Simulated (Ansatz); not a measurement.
KBr built on the NiAs prototype at its r2SCAN geometry, run in Ansatz 0.2.0 at 4 levels of theory. All values are calculated for a non-magnetic cell, which may be hypothetical.

The PBE+SOC input:
```yaml
crystal:
  lattice:
    - [4.559300071, 0.0, 0.0]
    - [-2.2796500355, 3.9484696849, 0.0]
    - [0.0, 0.0, 8.0200670366]
  atoms:
    - { symbol: K, position: [0.0, 0.0, 0.0] }
    - { symbol: K, position: [0.0, 0.0, 0.5] }
    - { symbol: Br, position: [0.3333333333, 0.6666666667, 0.25] }
    - { symbol: Br, position: [0.6666666667, 0.3333333333, 0.75] }
kpoints:
  mp_grid: { grid: [6, 6, 4] }
  band_path:
    path:
      - [0.0, 0.0, 0.0]
      - [0.5, 0.0, 0.0]
      - [0.3333333333, 0.3333333333, 0.0]
      - [0.0, 0.0, 0.5]
      - [0.5, 0.0, 0.5]
      - [0.3333333333, 0.3333333333, 0.5]
    npoints: 1
hamiltonian:
  xc: pbe
scf:
  occupations: { method: fixed }
  n_extra_bands: 10
magnetization:
  noncollinear: true
  spin_orbit: true
output:
  forces: true
  stress: true
  eigenvalues: true
  write_density: true
  write_potential: true
  elf: true
  volumetric_format: npy
```

Main results, then, where recorded, the levels near the gap in eV from the Fermi energy (columns number the bands from 0), one row a point of the path (Γ, M, K, A, L, H):
```
Crystal: 4 atoms, lattice volume = 144.379 Å³
Symmetry: 24 space group operations + 24 with time reversal
Magnetic group: BNS 194.264 (UNI 1494)
```
```
Basis set: ecut = 420 eV, 2877 PW (Γ)
k-points: 21 of 144
SCF 1 converged in 8 iterations: F = -8649.660448 eV  dr2 = 2.68e-9
Free energy (F): -8649.660448 eV
Fermi energy:    1.277574 eV
--- Stress (GPa, compression-positive) ---
        0.677184       0.000000       0.000000
        0.000000       0.677184       0.000000
        0.000000       0.000000       0.693038
  P = ⅓ Tr σ = 0.6825 GPa (6.825 kbar)
```
```tsv
band_24	band_25	band_26	band_27	band_28	band_29	band_30	band_31	band_32	band_33	band_34	band_35	band_36	band_37
-0.553	-0.553	-0.284	-0.284	-0.106	-0.106	0.000	0.000	4.192	4.192	6.403	6.403	6.485	6.485
-0.763	-0.763	-0.665	-0.665	-0.443	-0.443	-0.359	-0.359	5.912	5.912	6.690	6.690	6.791	6.791
-0.797	-0.797	-0.711	-0.711	-0.612	-0.612	-0.505	-0.505	6.868	6.868	6.912	6.912	7.469	7.469
-0.392	-0.392	-0.392	-0.392	-0.147	-0.147	-0.147	-0.147	5.398	5.398	5.398	5.398	7.100	7.100
-0.668	-0.668	-0.668	-0.668	-0.384	-0.384	-0.384	-0.384	6.525	6.525	6.525	6.525	6.656	6.656
-0.831	-0.831	-0.719	-0.719	-0.590	-0.590	-0.554	-0.554	6.969	6.969	6.980	6.980	7.611	7.611
```

PBE+SOC gives a direct gap of 4.19 eV at Γ.

Q: Another run on the same cell gave
```
Basis set: ecut = 420 eV, 2877 PW (Γ)
k-points: 14 of 72
SCF 1 stopped early in 2 iterations: F = -8648.886561 eV  dr2 = 7.59e-5
SCF 2 stopped early in 5 iterations: F = -8654.706825 eV  dr2 = 1.63e-6
hybrid outer 1: dexx = +4.743e-3 eV, tail = 2.07e-5 eV
SCF 3 converged in 4 iterations: F = -8654.707356 eV  dr2 = 7.66e-9
hybrid outer 2: dexx = +2.824e-7 eV, tail = 2.44e-8 eV, Δε = 1.40e-3 eV
Free energy (F): -8654.707357 eV
Fermi energy:    0.259710 eV
--- Stress (GPa, compression-positive) ---
        0.424783       0.000000       0.000000
        0.000000       0.424783       0.000000
        0.000000       0.000000       0.410217
  P = ⅓ Tr σ = 0.4199 GPa (4.199 kbar)
```
```tsv
band_12	band_13	band_14	band_15	band_16	band_17	band_18
-0.280	-0.184	0.000	0.000	5.517	7.727	7.969
-0.595	-0.579	-0.372	-0.291	7.295	8.023	8.218
-0.806	-0.561	-0.561	-0.477	8.287	8.287	9.014
-0.144	-0.144	-0.144	-0.144	6.744	6.744	8.562
-0.493	-0.493	-0.331	-0.331	7.933	7.933	8.028
-0.728	-0.728	-0.511	-0.511	8.363	8.363	9.072
```
Which level of theory and mesh gave it?

A: It is HSE06, judged by the exchange loop and the size of the gap (a near hybrid could fit too), on 6×6×2; the blocks that differ from the first input, but for the band path:
```yaml
kpoints:
  mp_grid: { grid: [6, 6, 2] }
hamiltonian:
  xc: hse06
scf:
  occupations: { method: fixed }
  n_extra_bands: 5
```
(magnetization left out)
The HSE06 gap is direct at Γ: 5.52 eV. The mean stress, +0.4 GPa, is small, and the program warns that its thresholds are loose for a hybrid's stress.

DDH-PBE0. Against the first input these blocks differ (the band path and keys that only write files left aside):
```yaml
crystal:
  host: atoms
kpoints:
  mp_grid: { grid: [6, 6, 2] }
hamiltonian:
  xc:
    exchange: pbe
    correlation: pbe
    exx: { coeff: inverse_dielectric }
scf:
  occupations: { method: fixed }
  n_extra_bands: 5
```
(magnetization left out)

```
ε∞ on k-mesh 6×6×4 of a primitive cell: xx 2.5419, yy 2.5419, zz 2.5675; 3/Tr ε∞, of that cell with its empty space = 0.3920885456873666
Basis set: ecut = 420 eV, 2877 PW (Γ)
k-points: 14 of 72
SCF 1 stopped early in 2 iterations: F = -8648.882561 eV  dr2 = 1.26e-4
SCF 2 stopped early in 6 iterations: F = -8658.520023 eV  dr2 = 3.34e-6
hybrid outer 1: dexx = +2.401e-2 eV, tail = 1.51e-4 eV
SCF 3 converged in 6 iterations: F = -8658.522492 eV  dr2 = 1.84e-9
hybrid outer 2: dexx = +6.251e-6 eV, tail = 2.35e-7 eV, Δε = 3.55e-3 eV
SCF 4 converged in 2 iterations: F = -8658.522496 eV  dr2 = 3.11e-10
hybrid outer 3: dexx = +6.536e-9 eV, tail = 1.04e-9 eV, Δε = 2.51e-4 eV, ΔF = 2.31e-18 eV/Å
Free energy (F): -8658.522496 eV
Fermi energy:    -0.848561 eV
--- Stress (GPa, compression-positive) ---
        0.238979       0.000000       0.000000
        0.000000       0.238979       0.000000
        0.000000       0.000000       0.207711
  P = ⅓ Tr σ = 0.2286 GPa (2.286 kbar)
```
```tsv
band_12	band_13	band_14	band_15	band_16	band_17	band_18
-0.297	-0.192	0.000	0.000	7.323	9.538	9.894
-0.625	-0.616	-0.395	-0.313	9.149	9.849	10.112
-0.858	-0.593	-0.593	-0.515	10.155	10.155	10.982
-0.153	-0.153	-0.153	-0.153	8.576	8.576	10.474
-0.522	-0.522	-0.354	-0.354	9.808	9.808	9.880
-0.775	-0.775	-0.539	-0.539	10.225	10.225	10.961
```

With DDH-PBE0 the gap is 7.32 eV and direct, at Γ. The mean stress, +0.2 GPa, is small, and the program warns that its thresholds are loose for a hybrid's stress.

Q: In the first input these blocks are replaced (the band path and keys that only write files left aside):
```yaml
kpoints:
  mp_grid: { grid: [6, 6, 2] }
hamiltonian:
  xc: pbe0
scf:
  occupations: { method: fixed }
  n_extra_bands: 5
```
(magnetization left out)
What comes out?

A:
```
Basis set: ecut = 420 eV, 2877 PW (Γ)
k-points: 14 of 72
SCF 1 stopped early in 2 iterations: F = -8648.886891 eV  dr2 = 7.06e-5
SCF 2 stopped early in 5 iterations: F = -8654.994525 eV  dr2 = 4.29e-6
hybrid outer 1: dexx = +6.756e-3 eV, tail = 3.43e-5 eV
SCF 3 converged in 4 iterations: F = -8654.995192 eV  dr2 = 4.51e-9
hybrid outer 2: dexx = +5.667e-7 eV, tail = 2.66e-8 eV, Δε = 2.38e-3 eV
Free energy (F): -8654.995193 eV
Fermi energy:    -0.126013 eV
--- Stress (GPa, compression-positive) ---
        0.400053       0.000000       0.000000
        0.000000       0.400053       0.000000
        0.000000       0.000000       0.384947
  P = ⅓ Tr σ = 0.3950 GPa (3.950 kbar)
```
```tsv
band_12	band_13	band_14	band_15	band_16	band_17	band_18
-0.290	-0.187	0.000	0.000	6.230	8.449	8.714
-0.609	-0.594	-0.383	-0.299	8.030	8.753	8.962
-0.828	-0.575	-0.575	-0.492	9.027	9.027	9.766
-0.149	-0.149	-0.149	-0.149	7.469	7.469	9.309
-0.505	-0.505	-0.341	-0.341	8.674	8.674	8.761
-0.748	-0.748	-0.523	-0.523	9.100	9.100	9.818
```
With PBE0 the gap is 6.23 eV and direct, at Γ. The mean stress, +0.4 GPa, is small, and the program warns that its thresholds are loose for a hybrid's stress.

Small level splittings and stresses of the hybrids carry the error of their coarser meshes.

Totals of different functionals, or with and without spin-orbit coupling, can't be compared.

Only the levels marked +SOC include spin-orbit coupling.

The meshes of the hybrids are coarse, so their gaps aren't converged to the digits shown.
